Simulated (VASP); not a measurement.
The system is SiGe.

```
Ge Si
1.0
     5.54247    0.00000    0.00000
     0.00000   -5.54247    0.00000
     0.00000    0.00000   -5.54247
Ge Si
4 4
Direct
  0.75000 0.75000 0.75000
  0.25000 0.25000 0.75000
  0.50000 0.00000 0.00000
  0.00000 0.50000 0.00000
  0.25000 0.75000 0.25000
  0.75000 0.25000 0.25000
  0.00000 0.00000 0.50000
  0.50000 0.50000 0.50000
```

The cell was built by a generator and needn't be a form met in nature.

| Item | Value |
| --- | --- |
| Program | VASP 6.6.1 |
| Task | relaxation of cell and atoms |
| Functional | PBEsol |
| Potentials or basis | VASP PAW PBE potentials, release 64 (Ge_d, Si) |
| Cutoff | 600 eV |
| k mesh | 6 × 6 × 6 |
| Occupations | gaussian, width 0.03 eV |
| Spin | no spin polarisation |

At the start: pressure 0.1 GPa; volume 21.28 Å³/atom.

Task: Where does the relaxation end?

Result: Over 6 steps the energy falls by 7.2 meV/atom and the volume is 21.30 Å³/atom (+0.1 %); space group Pmma (No. 51, to 0.05 Å).

The path:
```tsv
step	energy change (eV)	largest force (eV/Å)	pressure (GPa)	volume (Å³)
1	0.0000	0.5077	0.12	170.26
2	-0.0537	0.1379	-0.14	170.66
3	-0.0566	0.0468	-0.22	170.77
4	-0.0569	0.0640	0.15	170.03
5	-0.0576	0.0133	0.00	170.37
6	-0.0576	0.0053	0.00	170.37
```

Final structure:
```xyz
8
Lattice="5.5441 -0.0026 0.0000 0.0026 -5.5441 0.0000 0.0000 0.0000 -5.5426" Properties=species:S:1:pos:R:3 pbc="T T T"
Ge    4.1600   -4.1600   -4.1253
Ge    1.3867   -1.3867   -4.1253
Ge    2.7746   -5.5454   -0.0317
Ge    5.5454   -2.7746   -0.0317
Si    1.3880   -4.1588   -1.4146
Si    4.1588   -1.3880   -1.4146
Si    0.0000    0.0000   -2.7424
Si    2.7734   -2.7734   -2.7424
```

Caveat: the PAW data sets were made with another functional, which shifts forces and pressure a little.
